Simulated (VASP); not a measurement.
Wanted: the native input for a VASP 6.6.1 run.

- Task: single point
- Functional: PBE
- Potentials or basis: VASP PAW PBE potentials, release 64 (F_GW, Li_GW)
- Cutoff: 500 eV
- k mesh: 7 × 7 × 7
- Occupations: gaussian, width 0.02 eV
- Spin: no spin polarisation
- Further INCAR settings: ALGO = Normal; EDIFF = 1e-07

The structure of LiF lies in POSCAR:

```
LiF
1.0
    2.5595330000      0.0000000000      0.0000000000
    0.0000000000      2.5595330000      0.0000000000
    0.0000000000      0.0000000000      2.5595330000
F Li
1 1
Direct
    0.5000000000      0.5000000000      0.5000000000
    0.0000000000      0.0000000000      0.0000000000
```

Measurements of this composition are mostly on another form, of space group No. 225.

One way to write it, as run:

INCAR

```
SYSTEM = LiF
PREC = Accurate ; ENCUT = 500
EDIFF = 1E-7 ; ISMEAR = 0
SIGMA = 0.02 ; LREAL = .FALSE.
LASPH = .TRUE. ; NELM = 60
ALGO = Normal ; ISIF = 2
LWAVE = .FALSE. ; LCHARG = .FALSE.
GGA = PE
```

KPOINTS

```
Automatic mesh
0
G
  7 7 7
  0 0 0
```

Potentials or basis: VASP PAW PBE potentials, release 64 (F_GW, Li_GW).

Launch:

```sh
$ cat potpaw_PBE.64/F_GW/POTCAR potpaw_PBE.64/Li_GW/POTCAR > POTCAR
$ mpirun -np 1 vasp_std > vasp.out
```

It gave:

* Band gap on the k mesh: 7.50 eV, indirect (least direct gap 8.15 eV)

Caveat: an odd mesh through Γ misses points on the zone boundary, where band edges often lie.

Run time: 2.7 s on 1 thread of Intel(R) Xeon(R) 6975P-C (Granite Rapids), on a shared host, peak memory 0.11 GiB.
